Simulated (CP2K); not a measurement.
Runs of CP2K 2026.2 on Ta2N. Symmetry: P-3m1, No. 164, trigonal system. The conventional cell has a = 3.113 Å, b = 3.113 Å, c = 4.870 Å, α = 90.00°, β = 90.00°, γ = 120.00°. Ta (site symmetry 3m) is surrounded by 3 N at 2.18 Å. N (site symmetry -3m) has 6 Ta at 2.18 Å as nearest neighbours. The cell comes from a database or a generator and needn't be the stable form of this composition.

```tsv
task	level	potentials or basis	cell	smearing	EPS_DEFAULT	NGRIDS	points a segment of the path (NPOINTS)	bands added on the path	CUTOFF of the grids	gap on the mesh (eV)	pressure (GPa)	largest force (eV/Å)
band structure	r2SCAN	POTENTIAL_UZH Ta GTH-SCAN-q13, N GTH-SCAN-q5; TZVP-MOLOPT-SCAN-GTH basis	as given	fermi-dirac 0.01 eV	1.0E-9	5	8	4	675 Ry	none	-9.1	(a)
band structure	PBE	POTENTIAL_UZH Ta GTH-PBE-q13, N GTH-PBE-q5; TZVP-MOLOPT-PBE-GTH basis	as given	fermi-dirac 0.05 eV	1.0E-10	5	6	2	450 Ry	none	-3.5	0.12
band structure	LDA	GTH_POTENTIALS Ta GTH-PADE-q13, N GTH-PADE-q5; TZVP-MOLOPT-PBE-GTH basis	as given	fermi-dirac 0.0259 eV	1.0E-9	4	10	2	450 Ry	none	-80.4	5.16
single point	PBEsol	POTENTIAL_UZH Ta GTH-PBE-q13, N GTH-PBE-q5; TZVP-MOLOPT-PBE-GTH basis	atoms moved at random, drawn with an rms of 0.05 Å	fermi-dirac 0.05 eV	1.0E-10	5	-	-	450 Ry	none	-9.0	0.78
```

Alike in all rows: no spin polarisation; k mesh 10 × 10 × 6.

Problem. Fill in the values left out.

Solution. (a) 0.09.

Caveats: the basis of atomic orbitals isn't converged, which shifts pressures, moduli and gaps; spin-orbit coupling is left out, which moves the levels of the heavy elements (some runs); a pressure of tens of GPa on the cell as given is suspect, and the run, the potentials or the cell itself is likely at fault (some runs); forces of over 1 eV/Å show positions far from the minimum, so gaps and moduli don't describe the material at rest (some runs); the potentials were made for another functional, which shifts forces and pressure (some runs).

A k mesh can miss the band edges, and the runs leave out spin-orbit coupling on Ta.

A gap of «none» marks a metal or a gap under the smearing width.
